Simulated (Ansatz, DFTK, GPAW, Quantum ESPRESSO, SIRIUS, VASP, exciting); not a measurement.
**HgTe: programs and potentials compared**

```
Hg Te
1.0
     0.00000    3.21450    3.21450
     3.21450    0.00000    3.21450
     3.21450    3.21450    0.00000
Hg Te
1 1
Direct
  0.00000 0.00000 0.00000
  0.75000 0.75000 0.75000
```

Alike in all runs: task equation of state; functional PBEsol; k mesh 7 × 7 × 7; occupations fermi-dirac, width 0.05 eV; no spin polarisation; no spin-orbit coupling.

| program and potentials | plane-wave cutoff (eV) | notes | equilibrium volume (Å³/atom) | bulk modulus (GPa) |
| --- | --- | --- | --- | --- |
| Ansatz, Ansatz PAW | 420 | potentials made for PBE, which Ansatz adapts in part | 34.50 | 42.0 |
| VASP, PBE PAW files Hg, Te, 520 eV | 520 | potentials made for PBE | 34.62 | 41.9 |
| DFTK, PseudoDojo SR PBEsol 0.4.1 standard (PBEsol) | 1088 | - | 34.55 | 42.2 |
| Quantum ESPRESSO, GBRV 1.5 PBEsol | 612 | - | 34.78 | 42.3 |
| SIRIUS, all-electron FP-LAPW, apw+lo standard | - | - | 34.47 | 42.5 |
| Ansatz, all-electron LAPW, scalar-relativistic | - | - | 34.51 | 42.1 |
| SIRIUS, PseudoDojo 0.4.1 PBEsol standard (scalar relativistic) | 1102 | - | 34.55 | 42.2 |
| GPAW, PAW data sets generated for this functional | 600 | - | 34.50 | 42.1 |
| exciting, all-electron LAPW+lo, shipped species files, valence relativity iora* | - | - | 34.58 | 41.6 |

The equilibrium volume spans 34.47 (SIRIUS, all-electron FP-LAPW, apw+lo standard) to 34.78 Å³/atom (Quantum ESPRESSO, GBRV 1.5 PBEsol), with all-electron results at 34.47 to 34.58. The bulk modulus spans 41.6 (exciting, all-electron LAPW+lo, shipped species files, valence relativity iora*) to 42.5 GPa (SIRIUS, all-electron FP-LAPW, apw+lo standard), with all-electron results at 41.6 to 42.5.

Differences between rows come from potentials, basis sets and numerical settings, since the functional is the same but for its coding. Runs on potential files found faulty are left out.

The equation of state of HgTe is largely insensitive to the choice of program and potential. The clearest departure is the GBRV volume of 34.78 Å³/atom, which lies above both unmarked all-electron values, 34.47 and 34.51. The two PseudoDojo runs coincide in volume and bulk modulus despite using different programs, so the implementation matters little there. The GBRV offset probably reflects how its potentials represent the Hg 5d shell and the core beneath it. That shell is shallow enough to mix with Te 5p states and affects both bonding and short-range repulsion.

A larger volume normally goes with a softer lattice, but the rows don't follow this consistently: GBRV combines the largest volume with a bulk modulus of 42.3 GPa, above most of the others. Stiffness depends on the curvature of the energy curve as well as the position of its minimum, and differences this small don't establish a physical trend. Nor does agreement on the equation of state test the inverted band order for which HgTe is known.
